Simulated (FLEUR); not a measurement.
The system is ZnO (zincite).

```
Zn O
1.0
     3.24931    0.00000    0.00000
    -1.62465    2.81398    0.00000
     0.00000    0.00000    5.20571
Zn O
2 2
Direct
  0.66667 0.33333 0.00000
  0.33333 0.66667 0.50000
  0.33333 0.66667 0.87901
  0.66667 0.33333 0.37901
```

Base run:

```yaml
Program: FLEUR MaX-R8.1 (later development tree)
Functional: LDA
Potentials_or_basis: all-electron
Basis: FLAPW
Kmax: 5 1/bohr
k_mesh: 9 × 9 × 5
Occupations: fermi-dirac, width 0.05 eV
Spin: no spin polarisation
```

Its results: band gap on the k mesh 0.75 eV, direct.

Problem. The run is repeated on the same cell with these changes: functional from LDA to SCAN. What comes out?

Solution. Band gap on the k mesh 1.21 eV, direct.

SCAN gives the wider gap, since meta-GGAs in the generalised Kohn-Sham scheme recover part of the derivative discontinuity.

Caveats: the meta-GGA is that of a development version, with a GGA for the radial functions and cores and without core tails (some runs).

Not every run made on this cell is shown here.
